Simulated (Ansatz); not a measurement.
Program: Ansatz. Geometries: PBE0-D4/def2-TZVP. ΔE: electronic, gas phase. CCSD(T)/CBS is the MP2 limit (def2-TZVPP, def2-QZVPP) plus CCSD(T) − MP2 in def2-TZVPP, frozen cores. DFT in def2-TZVPP. Each species was taken in one conformer, which may not be the lowest.

`O[Si]([SiH3])([SiH3])Cl` + `NC(N)=O` → `NC(=O)N[SiH3]` + `O[SiH]([SiH3])Cl`  (cleavage of the Si–Si bond)

| level | ΔE (kcal/mol) |
| --- | --- |
| PBE-D4 | -7.3 |
| CCSD(T)/def2-TZVPP | -13.3 |

(1) What does CCSD(T)/CBS give? (Estimate.)

Largest T1 diagnostic among the species: 0.014.

Answers

(1) Computed: -13.1 kcal/mol. The listed levels differ from it by 5.8, -0.2 kcal/mol.

In def2-TZVPP, CCSD(T) changes the Hartree–Fock value by +3.8 kcal/mol (the triples alone add +0.6 kcal/mol) and MP2 by +2.3 kcal/mol. From PBE to PBE0 (25 % exact exchange), in def2-TZVPP and without D4, ΔE moves by −1.7 kcal/mol.

CCSD(T)/CBS has its own doubt, a few kJ/mol and more with outer-core shells, so smaller differences from it don't rank the levels.
